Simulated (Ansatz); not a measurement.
**KCl and the effect of the functional**

```
K Cl
1.0
     0.00000    3.14647    3.14647
     3.14647    0.00000    3.14647
     3.14647    3.14647    0.00000
K Cl
1 1
Direct
  0.00000 0.00000 0.00000
  0.50000 0.50000 0.50000
```

Kept alike: task band structure; k mesh 7 × 7 × 7; occupations fermi-dirac, width 0.05 eV; no spin polarisation. Program: Ansatz, all-electron LAPW, scalar-relativistic. The mesh is that of the run's cell of 2 atoms. No spin-orbit coupling.

| run | band gap (eV) | pressure (GPa) |
| --- | --- | --- |
| A | 4.744 | -1.96 |
| B | 5.026 | -0.41 |
| C | 5.189 | 0.76 |

Pressure is positive in compression. Gaps are the smaller of the mesh's and the band path's.

Problem. The runs differ in the functional alone: LDA; PBE; PBEsol. Which run is which?

Solution. Run A is LDA; run B is PBEsol; run C is PBE. The band gap runs from 4.744 (LDA) to 5.189 eV (PBE). From PBE: LDA -0.445; PBEsol -0.163. The pressure runs from -1.96 (LDA) to 0.76 GPa (PBE). From PBE: LDA -2.72; PBEsol -1.17. A positive pressure means that the functional's own cell is larger than the one given, a negative one that it is smaller.
